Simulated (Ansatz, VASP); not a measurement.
This is a calculation of CdS (Hawleyite) for Ansatz 0.2.0.

Contents of input.yaml:

```yaml
crystal:
  lattice:
    - [0.0, 2.9165, 2.9165]
    - [2.9165, 0.0, 2.9165]
    - [2.9165, 2.9165, 0.0]
  atoms:
    - { symbol: Cd, position: [0.0, 0.0, 0.0] }
    - { symbol: S, position: [0.75, 0.75, 0.75] }
hamiltonian:
  xc: r2scan
  pseudopotentials: { kind: paw_fr }
  dispersion: d3bj
magnetization:
  noncollinear: true
  spin_orbit: true
kpoints:
  mp_grid: { grid: [6, 6, 6] }
scf:
  occupations: { method: fermi_dirac, width: 0.1 }
output:
  forces: true
  stress: true
  eigenvalues: true
```

Potentials or basis: Ansatz PAW.

The run is started by

```console
$ ansatz run input.yaml --threads 2 --pin off --max-ram 5632MiB --backend cpu --events-out ev --progress --plain --runs-dir out
```

**Question.** Set up the same calculation for VASP 6.6.1. Potentials there: VASP PAW PBE potentials, release 64 (Cd, S).

**Answer.** As run (the cutoff follows the program's own potentials):

INCAR

```
PREC = Accurate
ENCUT = 520
EDIFF = 1E-7
ISMEAR = -1
SIGMA = 0.1
LREAL = False
LASPH = True
NELM = 80
ALGO = Normal
ISIF = 2
LWAVE = False
LCHARG = False
MAGMOM = 0 0 0 0 0 0
LORBIT = 11
LSORBIT = True
GGA_COMPAT = False
METAGGA = R2SCAN
LMIXTAU = True
IVDW = 12
VDW_S6 = 1.0
VDW_S8 = 0.78981345
VDW_A1 = 0.49484001
VDW_A2 = 5.73083694
```

File KPOINTS:

```
regular mesh
0
Gamma
  6 6 6
```

The input POSCAR:

```
CdS
4.1246
    0.000000000000      0.707098870193      0.707098870193
    0.707098870193      0.000000000000      0.707098870193
    0.707098870193      0.707098870193      0.000000000000
Cd S
1 1
Direct
    0.0000000000      0.0000000000      0.0000000000
    0.7500000000      0.7500000000      0.7500000000
```

Potentials or basis: VASP PAW PBE potentials, release 64 (Cd, S).

Command:

```console
$ cat potpaw_PBE.64/Cd/POTCAR potpaw_PBE.64/S/POTCAR > POTCAR
$ mpirun -np 1 vasp_ncl > vasp.out
```

Both were run:

|  | VASP | Ansatz | Ansatz less VASP |
| --- | --- | --- | --- |
| gap on the k mesh at the Fermi level (eV) | 1.58 | 1.58 | +0.003 |
| least direct gap on the mesh (eV) | 1.58 | 1.58 | +0.003 |
| pressure (GPa) | 0.8 | 0.4 | -0.36 |
| dispersion energy (meV/atom) | -148.1 | -148.2 | -0.07 |

The two sets of potentials don't hold the same shells in valence.

Caveats: the PAW data sets were made with another functional, which shifts forces and pressure a little (VASP); the PAW data sets come from PBE, with cores solved anew for the run's functional, which leaves a small shift of forces and pressure (Ansatz); the dispersion damping was fitted for another functional or another form of the correction (Ansatz).
